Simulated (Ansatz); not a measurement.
## Moving the functional in SiO2

The cell as given:

```
Si O
1.0
     4.97559    0.00000    0.00000
     0.00000    4.97559    0.00000
     0.00000    0.00000    6.90089
Si O
4 8
Cartesian
  3.9966 3.9966 3.4504
  3.4668 1.5088 1.7252
  1.5088 3.4668 5.1757
  0.9790 0.9790 0.0000
  3.7902 0.5492 2.9815
  4.4263 1.1854 0.4690
  0.5492 3.7902 3.9194
  1.3024 1.9386 5.6446
  1.1854 4.4263 6.4319
  3.6732 3.0370 2.1942
  1.9386 1.3024 1.2562
  3.0370 3.6732 4.7067
```

The cell comes from a database or a generator and needn't be the stable form of this composition.

Kept alike: task relaxation of cell and atoms; k mesh 6 × 6 × 4; occupations fermi-dirac, width 0.05 eV; no spin polarisation. Program: Ansatz, Ansatz PAW. Cutoffs run from 420 to 500 eV. The mesh is that of the run's cell of 12 atoms. No spin-orbit coupling.

| functional | band gap (eV) | volume (Å³/atom) | first edge of the run's cell (Å) | third edge of the run's cell (Å) |
| --- | --- | --- | --- | --- |
| LDA | 5.548 | 14.034 | 4.948 | 6.878 |
| PBEsol | 5.571 | 14.789 | 5.031 | 7.013 |
| r2SCAN | 6.345 | 14.312 | 4.982 | 6.921 |

Gaps hold for each row's own relaxed cell. The relaxations keep at least the cell's symmetry (P4_32_12). Relaxations stop with a little pressure left, so the last digits of a volume or edge aren't settled. Ansatz's relaxations hold a Pulay term in the stress (up to 0.8 GPa here). A gap read on the mesh alone can miss an edge between its points. All rows use potentials made for PBE.

What does the functional change here?

The band gap runs from 5.548 (LDA) to 6.345 eV (r2SCAN). The volume runs from 14.034 (LDA) to 14.789 Å³/atom (PBEsol). The first edge of the run's cell runs from 4.948 (LDA) to 5.031 Å (PBEsol). The third edge of the run's cell runs from 6.878 (LDA) to 7.013 Å (PBEsol).

The cell is that of α-cristobalite, an open framework of corner-sharing SiO4 tetrahedra. Stiff Si–O bonds are joined there by soft Si–O–Si hinges, so the spread in volume probably reflects mainly different tetrahedral tilts, with a smaller part from bond length. Both cell edges grow in the order LDA, r2SCAN, PBEsol, as expected of a framework that opens cooperatively.

The gap doesn't follow that order. r2SCAN has an intermediate volume but clearly the widest gap, while LDA and PBEsol nearly agree despite having the most different volumes. Volume alone therefore can't explain the r2SCAN opening, which more likely comes from its orbital-dependent potential acting differently on the O 2p lone-pair states at the valence edge and the delocalised, antibonding conduction states. All three gaps still fall well short of the known gap of silica, as is usual for Kohn–Sham gaps from semilocal functionals. The relaxed cells alone don't establish how far the tilts, rather than the bonds, account for the differences in volume.
